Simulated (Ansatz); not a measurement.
Born–Oppenheimer molecular dynamics of a periodic cell of 12 atoms, CaF2 (start crystal CaF2, start structure Fm-3m, volume 1.1 times the crystal's). It starts from a structure without forces on its atoms.

All numbers below come from Ansatz, DFT PBE-D3(BJ), scalar-relativistic, plane waves, PAW. Settings: PAW set soft_1, cutoff 420 eV, k mesh 2x2x2, fermi-dirac smearing 0.36 eV, no spin polarisation.

```yaml
ensemble: NVT, Langevin thermostat
time_step: 1.5 fs
steps_asked: 240
set_temperature: 4200 K
friction: 0.02 /fs
seed: 219656
```

Frames 3 fs apart, positions in Å.

Velocities at 60 fs (Å/ps):

```
Ca -3.59 -0.32 -15.11
F 8.62 20.00 3.81
F 1.71 20.05 -7.99
Ca -4.56 7.08 7.08
F 4.08 4.98 0.54
F 1.11 33.36 -10.26
Ca 5.53 -7.38 1.81
F 29.07 4.56 -14.52
F -6.58 -6.48 -4.83
Ca -2.03 -12.38 3.64
F 2.90 -10.45 5.97
F -1.28 21.34 -7.16
```

```xyz
12
Lattice="5.6269 0.0000 0.0000 0.0000 5.6269 0.0000 0.0000 0.0000 5.6269" Properties=species:S:1:pos:R:3 time_fs=60 energy_less_start_eV=2.672 T=3412
Ca 2.845 3.211 3.077
F 1.046 0.657 1.096
F 4.358 4.018 4.463
Ca -0.324 0.305 2.727
F 4.050 4.609 1.400
F 1.500 1.401 4.026
Ca -0.180 2.461 -0.173
F 3.957 1.155 3.870
F 1.154 3.335 1.293
Ca 2.647 -0.233 -0.091
F 1.235 4.070 4.245
F 4.233 1.806 1.195
12
Lattice="5.6269 0.0000 0.0000 0.0000 5.6269 0.0000 0.0000 0.0000 5.6269" Properties=species:S:1:pos:R:3 time_fs=63 energy_less_start_eV=2.997 T=2634
Ca 2.833 3.218 3.039
F 1.067 0.713 1.090
F 4.358 4.075 4.434
Ca -0.330 0.330 2.737
F 4.059 4.632 1.396
F 1.495 1.486 4.002
Ca -0.161 2.437 -0.172
F 4.027 1.185 3.829
F 1.142 3.322 1.281
Ca 2.636 -0.265 -0.079
F 1.241 4.040 4.268
F 4.228 1.872 1.177
12
Lattice="5.6269 0.0000 0.0000 0.0000 5.6269 0.0000 0.0000 0.0000 5.6269" Properties=species:S:1:pos:R:3 time_fs=66 energy_less_start_eV=3.237 T=2732
Ca 2.821 3.213 3.004
F 1.096 0.789 1.081
F 4.338 4.136 4.387
Ca -0.316 0.347 2.737
F 4.068 4.658 1.381
F 1.497 1.554 3.986
Ca -0.142 2.424 -0.170
F 4.075 1.224 3.784
F 1.132 3.303 1.279
Ca 2.623 -0.281 -0.063
F 1.252 4.021 4.278
F 4.227 1.935 1.175
12
Lattice="5.6269 0.0000 0.0000 0.0000 5.6269 0.0000 0.0000 0.0000 5.6269" Properties=species:S:1:pos:R:3 time_fs=69 energy_less_start_eV=3.299 T=2870
Ca 2.810 3.196 2.968
F 1.133 0.870 1.074
F 4.310 4.178 4.324
Ca -0.286 0.353 2.741
F 4.071 4.663 1.367
F 1.512 1.615 3.975
Ca -0.117 2.422 -0.178
F 4.119 1.269 3.747
F 1.105 3.288 1.284
Ca 2.610 -0.310 -0.052
F 1.255 4.009 4.270
F 4.211 1.989 1.196
12
Lattice="5.6269 0.0000 0.0000 0.0000 5.6269 0.0000 0.0000 0.0000 5.6269" Properties=species:S:1:pos:R:3 time_fs=72 energy_less_start_eV=3.217 T=2765
Ca 2.800 3.168 2.930
F 1.159 0.942 1.069
F 4.281 4.219 4.266
Ca -0.242 0.355 2.743
F 4.072 4.654 1.363
F 1.526 1.669 3.960
Ca -0.106 2.429 -0.183
F 4.141 1.328 3.703
F 1.083 3.281 1.303
Ca 2.603 -0.344 -0.037
F 1.260 4.012 4.258
F 4.179 2.035 1.224
12
Lattice="5.6269 0.0000 0.0000 0.0000 5.6269 0.0000 0.0000 0.0000 5.6269" Properties=species:S:1:pos:R:3 time_fs=75 energy_less_start_eV=2.992 T=2937
Ca 2.788 3.137 2.887
F 1.188 1.015 1.059
F 4.252 4.273 4.225
Ca -0.200 0.355 2.730
F 4.079 4.657 1.368
F 1.541 1.709 3.935
Ca -0.106 2.429 -0.195
F 4.147 1.398 3.690
F 1.088 3.280 1.330
Ca 2.596 -0.373 -0.013
F 1.278 4.028 4.223
F 4.139 2.070 1.255
12
Lattice="5.6269 0.0000 0.0000 0.0000 5.6269 0.0000 0.0000 0.0000 5.6269" Properties=species:S:1:pos:R:3 time_fs=78 energy_less_start_eV=2.832 T=3050
Ca 2.777 3.101 2.841
F 1.223 1.078 1.040
F 4.215 4.333 4.193
Ca -0.162 0.341 2.716
F 4.083 4.657 1.391
F 1.556 1.737 3.913
Ca -0.110 2.422 -0.210
F 4.151 1.482 3.710
F 1.111 3.292 1.365
Ca 2.577 -0.394 0.014
F 1.313 4.038 4.184
F 4.092 2.096 1.281
12
Lattice="5.6269 0.0000 0.0000 0.0000 5.6269 0.0000 0.0000 0.0000 5.6269" Properties=species:S:1:pos:R:3 time_fs=81 energy_less_start_eV=2.936 T=3236
Ca 2.771 3.067 2.780
F 1.251 1.139 1.027
F 4.181 4.386 4.158
Ca -0.128 0.331 2.704
F 4.062 4.665 1.423
F 1.568 1.767 3.892
Ca -0.121 2.417 -0.217
F 4.170 1.563 3.733
F 1.139 3.305 1.399
Ca 2.553 -0.407 0.039
F 1.335 4.050 4.159
F 4.037 2.105 1.300
12
Lattice="5.6269 0.0000 0.0000 0.0000 5.6269 0.0000 0.0000 0.0000 5.6269" Properties=species:S:1:pos:R:3 time_fs=84 energy_less_start_eV=3.216 T=3254
Ca 2.768 3.032 2.729
F 1.265 1.194 1.031
F 4.156 4.434 4.120
Ca -0.092 0.319 2.695
F 4.011 4.680 1.444
F 1.574 1.790 3.873
Ca -0.121 2.419 -0.212
F 4.200 1.651 3.777
F 1.167 3.311 1.424
Ca 2.523 -0.399 0.059
F 1.336 4.076 4.122
F 3.970 2.088 1.325
12
Lattice="5.6269 0.0000 0.0000 0.0000 5.6269 0.0000 0.0000 0.0000 5.6269" Properties=species:S:1:pos:R:3 time_fs=87 energy_less_start_eV=3.503 T=3309
Ca 2.769 2.998 2.689
F 1.260 1.234 1.042
F 4.130 4.488 4.091
Ca -0.053 0.303 2.687
F 3.958 4.694 1.470
F 1.576 1.793 3.866
Ca -0.125 2.444 -0.214
F 4.250 1.738 3.820
F 1.174 3.325 1.446
Ca 2.492 -0.388 0.068
F 1.336 4.122 4.089
F 3.905 2.076 1.354
12
Lattice="5.6269 0.0000 0.0000 0.0000 5.6269 0.0000 0.0000 0.0000 5.6269" Properties=species:S:1:pos:R:3 time_fs=90 energy_less_start_eV=3.742 T=3215
Ca 2.777 2.969 2.649
F 1.251 1.251 1.059
F 4.099 4.542 4.057
Ca -0.010 0.285 2.693
F 3.920 4.708 1.502
F 1.568 1.782 3.872
Ca -0.131 2.486 -0.213
F 4.313 1.803 3.868
F 1.173 3.345 1.464
Ca 2.456 -0.365 0.077
F 1.356 4.174 4.081
F 3.857 2.067 1.376
12
Lattice="5.6269 0.0000 0.0000 0.0000 5.6269 0.0000 0.0000 0.0000 5.6269" Properties=species:S:1:pos:R:3 time_fs=93 energy_less_start_eV=3.931 T=3927
Ca 2.797 2.939 2.629
F 1.234 1.243 1.084
F 4.061 4.590 4.054
Ca 0.037 0.251 2.704
F 3.894 4.732 1.530
F 1.564 1.778 3.896
Ca -0.132 2.547 -0.208
F 4.375 1.868 3.931
F 1.172 3.386 1.495
Ca 2.428 -0.334 0.094
F 1.379 4.233 4.097
F 3.824 2.046 1.404
```

Of the whole run (360 fs, mean temperature of the second half 4496 K): A run of 0.36 ps of so small a system gives no equilibrium averages. Limits of this set-up: coarse k mesh.

Time of the run: 19 min on 1 thread of Arm Neoverse V1, on a shared host, peak memory 0.52 GiB.
